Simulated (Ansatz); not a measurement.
Ionic part of the dielectric constant of CaF$_{2}$, mode by mode

The calculation used DFT LDA, scalar-relativistic, plane waves, PAW (Ansatz 0.2.0). Plane waves to 420 eV; Γ-centred k mesh 8×8×8; fixed occupations. No spin polarisation. Phonons by linear response, acoustic sum rule imposed.

It takes space group Fm-3m (No. 225, cubic). The conventional cell has a = 5.326 Å, b = 5.326 Å, c = 5.326 Å, α = 90.00°, β = 90.00°, γ = 90.00°. Ca (site symmetry m-3m) is surrounded by 8 F at 2.31 Å. F (site symmetry -43m) has 4 Ca at 2.31 Å as nearest neighbours.

The primitive cell has V = 37.77 Å³ and ε∞,zz = 2.370. Each polar mode adds Δε = (4.92064×10⁷/V)·S/ν² along z, with S its oscillator strength in e²/amu, ν in cm⁻¹ and V in Å³.

**Question.** From these modes, find each Δε and ε0,zz.
```json
{"ν (cm⁻¹)": "277.5", "S_zz (e²/amu)": "0.2906"}
```

**Answer.**
```csv
ν (cm⁻¹),Δε
277.5,4.91
```

The sum is 4.915, so ε0,zz = 7.28; the run's tensor has 7.28.

**Question.** Where do the longitudinal modes lie for a wave vector along z?

**Answer.** At 487 cm⁻¹. The Lyddane–Sachs–Teller product Π(ν_LO/ν_TO)² = 3.07 matches ε0/ε∞ = 3.07.

Cost: 1 run of about 0.37 core-minutes, on Intel Xeon Platinum 8375C (Ice Lake) (shared hosts).

The lattice supplies most of the static dielectric response of CaF₂: 4.915 of the total 7.28, all from the one infrared-active mode, in which the Ca sublattice moves against the F sublattices. The Raman-active mode, with the two F sublattices moving in opposition, carries no dipole by symmetry. The oscillator strength, taken with the ionic masses, implies a Ca Born charge moderately above the formal one, as expected for a strongly ionic fluoride with little dynamic charge transfer. The same charge, screened only by the electrons, produces the macroscopic field that lifts the longitudinal mode to 487 cm⁻¹. With a single polar mode, the Lyddane–Sachs–Teller agreement tests internal consistency, not accuracy against experiment.

The electronic constant, 2.370, is clearly above the measured value, a usual LDA error linked to too easily polarised electrons. The transverse frequency is also somewhat high, probably because the lattice constant is shorter than the measured one, which stiffens the Ca–F repulsion. Since a stiffer mode lowers the ionic term, the two errors partly offset each other in the static constant.
